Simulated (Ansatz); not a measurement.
AlNi (begun as NiAs type, now distorted NiAs), DFT, PBE, all-electron LAPW, scalar-relativistic (Ansatz 0.2.0), on 1 thread of Intel(R) Xeon(R) 6975P-C (Granite Rapids) (shared host).

Command: `ansatz run input.yaml --threads 1 --pin off --max-ram 3584MiB --backend cpu --events-out ev --progress --plain --runs-dir out`

```yaml
crystal:
  lattice:
    - [2.4611668263, 0.0, 0.0]
    - [-1.2305834132, 2.1314329945, 0.0]
    - [0.0, 0.0, 7.1104844324]
  atoms:
    - { symbol: Ni, position: [0.0, 0.0, 0.0] }
    - { symbol: Ni, position: [0.0, 0.0, 0.5] }
    - { symbol: Al, position: [0.3333333333, 0.6666666667, 0.25] }
    - { symbol: Al, position: [0.6666666667, 0.3333333333, 0.75] }
kpoints:
  mp_grid: { grid: [12, 12, 7] }
scf:
  occupations: { method: fermi_dirac, width: 0.05 }
hamiltonian:
  xc: pbe
  pseudopotentials: { kind: all_electron, lapw: { basis_error: 0.0005 } }
output:
  forces: true
  stress: true
  eigenvalues: true
  populations: true
```

(1) How large is the problem that the program sets up?

(2) About how long does it take, and how much memory?

## Answers

(1) 76 irreducible k-points, 573 plane waves at Γ, 35 bands.

(2) 25 s of wall time for 8 SCF iterations, with a peak of 0.66 GiB. Times on shared machines scatter by tens of per cent.
